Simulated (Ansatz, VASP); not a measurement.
## GdO in VASP and in Ansatz

```
Gd O
1.0
     0.00000    2.70000    2.70000
     2.70000    0.00000    2.70000
     2.70000    2.70000    0.00000
Gd O
1 1
Direct
  0.00000 0.00000 0.00000
  0.25000 0.25000 0.25000
```

Alike in both runs: task single point; functional PBEsol; k mesh 6 × 6 × 6; occupations gaussian, width 0.05 eV; collinear spin; Hubbard terms Gd f U = 8.0 eV.

```csv
,VASP,Ansatz
version,VASP 6.6.1,Ansatz 0.2.0
potentials or method,"VASP PAW PBE potentials, release 64 (Gd, O)","scalar-relativistic, plane waves, PAW"
plane-wave cutoff (eV),520,420
valence electrons in the cell,24,24
```

```tsv
	VASP	Ansatz	Ansatz less VASP
gap on the k mesh at the Fermi level (eV)	none	none	-
pressure (GPa)	-3.6	-3.7	-0.07
net moment per atom (μB)	3.96	3.96	0.000
size of the moment on the site where the two differ most (μB)	7.08	7.02	-0.066
```

Site moments also hang on the region over which each program counts them. The programs project onto different local orbitals, so the same U acts differently. A gap of «none» marks a metal or a gap that the smearing closes. Ansatz warned: «filled_band_counts_differ_across_k_points».

Caveats: the PAW data sets were made with another functional, which shifts forces and pressure a little (VASP); spin-orbit coupling is left out, which moves the levels of the heavy elements; a cell with one magnetic atom can't hold antiferromagnetic order, which such compounds often take. The state reached can hang on the start; a lower one may exist.
